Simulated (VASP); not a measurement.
Input of a VASP 6.6.1 run:

The input INCAR:

```
ALGO = Fast
EDIFF = 1E-7
ENCUT = 520
GGA = PS
ISIF = 2
ISMEAR = 0
LASPH = T
LCHARG = F
LREAL = F
LWAVE = F
NBANDS = 8
NELM = 100
PREC = Accurate
SIGMA = 0.15
```

KPOINTS

```
k-points
0
Gamma
  12 12 12
```

The input POSCAR:

```
P
1.0
    4.0209574188      0.0000000000      0.0000000000
    0.0000000000      4.0209574188      0.0000000000
    0.0000000000      0.0000000000      4.9438268813
P
1
Direct
    0.0000000000      0.0000000000      0.0000000000
```

Potentials or basis: VASP PAW PBE potentials, release 64 (P).

Command:

```console
$ cat potpaw_PBE.64/P/POTCAR > POTCAR
$ mpirun -np 1 vasp_std > vasp.out
```

Predict the band gap on the k mesh.

none (metal or under the smearing width).

What does it give for the pressure?

-4.0 GPa.

Stress tensor (GPa, compression positive):
```
-5.23  0.00  0.00
 0.00 -5.23  0.00
 0.00  0.00 -1.46
```

Caveat: the PAW data sets were made with another functional, which shifts forces and pressure a little.
